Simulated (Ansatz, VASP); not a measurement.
Co3O4 in VASP and in Ansatz

File INCAR:

```
ALGO = Fast ; EDIFF = 1E-6
ENCUT = 520 ; GGA = PS
ISIF = 2 ; ISMEAR = 0
ISPIN = 2 ; LASPH = True
LCHARG = False ; LDAU = True
LDAUJ = 0 0 ; LDAUL = 2 -1
LDAUPRINT = 1 ; LDAUTYPE = 2
LDAUU = 3.1 0 ; LMAXMIX = 4
LORBIT = 11 ; LREAL = False
LWAVE = False ; MAGMOM = 3 3 3 3 3 3 0 0 0 0 0 0 0 0
NBANDS = 68 ; NELM = 150
PREC = Accurate ; SIGMA = 0.1
```

KPOINTS

```
k-points
0
Gamma
  3 3 3
```

File POSCAR:

```
Co3O4
1.0
    0.0000000000      4.0549500000      4.0549500000
    4.0549500000      0.0000000000      4.0549500000
    4.0549500000      4.0549500000      0.0000000000
Co O
6 8
Direct
    0.7500000000      0.7500000000      0.7500000000
    0.5000000000      0.5000000000      0.5000000000
    0.1250000000      0.1250000000      0.1250000000
    0.6250000000      0.1250000000      0.1250000000
    0.1250000000      0.1250000000      0.6250000000
    0.1250000000      0.6250000000      0.1250000000
    0.8879000000      0.8879000000      0.8879000000
    0.9137000000      0.3621000000      0.3621000000
    0.8879000000      0.8879000000      0.3363000000
    0.3621000000      0.9137000000      0.3621000000
    0.3363000000      0.8879000000      0.8879000000
    0.3621000000      0.3621000000      0.3621000000
    0.8879000000      0.3363000000      0.8879000000
    0.3621000000      0.3621000000      0.9137000000
```

Input for Ansatz:

```yaml
crystal:
  lattice:
    - [0.0, 4.05495, 4.05495]
    - [4.05495, 0.0, 4.05495]
    - [4.05495, 4.05495, 0.0]
  atoms:
    - { symbol: Co, position: [0.75, 0.75, 0.75], spin: 3.0 }
    - { symbol: Co, position: [0.5, 0.5, 0.5], spin: 3.0 }
    - { symbol: Co, position: [0.125, 0.125, 0.125], spin: 3.0 }
    - { symbol: Co, position: [0.625, 0.125, 0.125], spin: 3.0 }
    - { symbol: Co, position: [0.125, 0.125, 0.625], spin: 3.0 }
    - { symbol: Co, position: [0.125, 0.625, 0.125], spin: 3.0 }
    - { symbol: O, position: [0.8879, 0.8879, 0.8879] }
    - { symbol: O, position: [0.9137, 0.3621, 0.3621] }
    - { symbol: O, position: [0.8879, 0.8879, 0.3363] }
    - { symbol: O, position: [0.3621, 0.9137, 0.3621] }
    - { symbol: O, position: [0.3363, 0.8879, 0.8879] }
    - { symbol: O, position: [0.3621, 0.3621, 0.3621] }
    - { symbol: O, position: [0.8879, 0.3363, 0.8879] }
    - { symbol: O, position: [0.3621, 0.3621, 0.9137] }
magnetization:
  spin_polarized: true
hamiltonian:
  xc: pbesol
  pseudopotentials: { kind: paw }
  hubbard: { sites: [{ species: Co, l: d, u_eff: 3.1 }] }
basis:
  ecutwfc: 420
kpoints:
  mp_grid: { grid: [3, 3, 3] }
scf:
  occupations: { method: gaussian, width: 0.1 }
  lower_state_search: "off"
  algorithm: density_mixing
  max_iter: 60
  mixing: { algorithm: anderson, ndim: 8, beta: 0.375 }
output:
  forces: true
  stress: true
```

Alike in both runs: task single point; functional PBEsol; k mesh 3 × 3 × 3; occupations gaussian, width 0.1 eV; collinear spin; Hubbard terms Co d U = 3.1 eV.

```csv
,VASP,Ansatz
version,VASP 6.6.1,Ansatz 0.2.0
potentials or method,"VASP PAW PBE potentials, release 64 (Co, O)","PAW, plane waves, scalar-relativistic"
plane-wave cutoff (eV),520,420
valence electrons in the cell,102,150
```

Ansatz gave:

```
pressure (GPa)                                                : 17.7
rms of the force components (eV/Å)                            : 0.742
net moment per atom (μB)                                      : 1.33
size of the moment on the site where the two differ most (μB) : 2.56
```

Problem. Estimate VASP's values.

Solution. Pressure (GPa): 5.1; rms of the force components (eV/Å): 0.743; net moment per atom (μB): 1.12; size of the moment on the site where the two differ most (μB): 2.15.

The net moments differ so much that the two runs ended in different magnetic states, which moves the other rows too. Site moments also hang on the region over which each program counts them. The programs project onto different local orbitals, so the same U acts differently. Atom by atom the forces differ by 0.001 eV/Å (rms over components). The two sets of potentials don't hold the same shells in valence. Ansatz warned: «filled_band_counts_differ_across_k_points».

Caveats: the k mesh is coarse (spacing up to 0.45 Å⁻¹), so the values aren't converged; the PAW data sets were made with another functional, which shifts forces and pressure a little (VASP). The state reached can hang on the start; a lower one may exist.
